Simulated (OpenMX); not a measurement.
**SnTe in OpenMX: convergence with Kgrid**

Input of the first run (Kgrid 1 1 1); the others differ in this setting and in those tied to it:

Contents of SnTe.dat:

```
System.CurrrentDirectory             ./
System.Name                          SnTe
DATA.PATH                            ./DFT_DATA13
level.of.stdout                      1
level.of.fileout                     0
Species.Number                       2
<Definition.of.Atomic.Species
  Te  Te7.0-s3p2d2           Te_CA13
  Sn  Sn7.0-s3p2d1           Sn_CA13
Definition.of.Atomic.Species>

Atoms.Number                         2
Atoms.SpeciesAndCoordinates.Unit     FRAC
<Atoms.SpeciesAndCoordinates
    1  Te    0.5181880000    0.4868670000    0.5135180000   8.000  8.000
    2  Sn    0.0140830000   -0.0006660000    0.0016910000   7.000  7.000
Atoms.SpeciesAndCoordinates>

Atoms.UnitVectors.Unit               Ang
<Atoms.UnitVectors
     0.0000000000    3.1508500000    3.1508500000
     3.1508500000    0.0000000000    3.1508500000
     3.1508500000    3.1508500000    0.0000000000
Atoms.UnitVectors>

scf.XcType                           LDA
scf.SpinPolarization                 off
scf.ElectronicTemperature            580.226
scf.energycutoff                     500.0
scf.maxIter                          100
scf.EigenvalueSolver                 band
scf.Kgrid                            1 1 1
scf.Mixing.Type                      rmm-diisk
scf.Init.Mixing.Weight               0.05
scf.Min.Mixing.Weight                0.001
scf.Max.Mixing.Weight                0.3
scf.Mixing.History                   25
scf.Mixing.StartPulay                8
scf.criterion                        1.0e-8
scf.stress.tensor                    on
MD.Type                              nomd
```

Potentials or basis: OpenMX 2013 LDA set, Te7.0-s3p2d2, Sn7.0-s3p2d1, grid cutoff 500 Ry.

The run is started by

```console
$ openmx SnTe.dat -nt 1 > SnTe.std
```

The cell isn't the ideal one: atoms moved at random, drawn with an rms of 0.1 Å.

Hardware: 1 thread of AMD EPYC 7R43 64-Core Processor (Zen 3), with other jobs on the host.

```csv
Kgrid,"energy less the tightest run, at zero smearing (meV/atom)",pressure (GPa),largest force (eV/Å),gap on the mesh (eV),SCF cycles,CPU time (s),peak memory (GiB)
1 1 1,3518.02,36.20,0.439,5.164,19,53,0.72
3 3 3,-53.69,-0.06,0.012,1.561,16,49,0.72
5 5 5,-3.98,0.13,0.033,0.850,15,47,0.72
7 7 7,-2.82,0.13,0.055,0.699,15,56,0.72
9 9 9,-0.88,0.19,0.059,0.574,15,68,0.72
11 11 11,0.00,0.21,0.061,0.444,16,83,0.72
```

Against the tightest run, the energy stays within 1 meV/atom from 9 9 9 on; the pressure stays within 0.1 GPa from 5 5 5 on; the largest force stays within 0.005 eV/Å from 9 9 9 on. Not settled before the last step: the gap on the mesh (to 0.01 eV). The tightest run that finished is the yardstick and may itself not be fully converged.

Caveat, for the tightest run too: spin-orbit coupling is left out, which moves the levels of the heavy elements; an odd mesh through Γ misses points on the zone boundary, where band edges often lie; the basis of atomic orbitals isn't converged, which shifts pressures, moduli and gaps.
